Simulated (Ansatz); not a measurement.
**Ionic part of the dielectric constant of NaCl, mode by mode**

Level of theory: Ansatz 0.2.0, DFT PBE, scalar-relativistic, plane waves, PAW. Cutoff 420 eV, 4×4×4 k-points (Γ-centred), fixed occupations. No spin polarisation. Phonons by linear response, acoustic sum rule imposed.

Space group I-43m (No. 217), cubic, a = 8.525 Å. Na has 4 Cl at 2.65–2.74 Å; Cl is surrounded by 4 Na at 2.65–2.74 Å.

The structure comes from a generated guess, relaxed at this level; another structure or a mixture of phases may lie lower.

The primitive cell has V = 309.75 Å³ and ε∞,zz = 1.811. Each polar mode adds Δε = (4.92064×10⁷/V)·S/ν² along z, with S its oscillator strength in e²/amu, ν in cm⁻¹ and V in Å³.

Question: From these modes, find each Δε and ε0,zz.
```tsv
ν (cm⁻¹)	S_zz (e²/amu)
142.55	0.06696
184.68	0.03956
217.50	0.1705
```

Answer:
| ν (cm⁻¹) | Δε |
| --- | --- |
| 142.55 | 0.52 |
| 184.68 | 0.18 |
| 217.50 | 0.57 |

The sum is 1.27, so ε0,zz = 3.08; the run's tensor has 3.09.

Question: Where do the longitudinal modes lie for a wave vector along z?

Answer: At 152.76, 189.47, 258.44 cm⁻¹. The Lyddane–Sachs–Teller product Π(ν_LO/ν_TO)² = 1.71 agrees with ε0/ε∞ = 1.71.
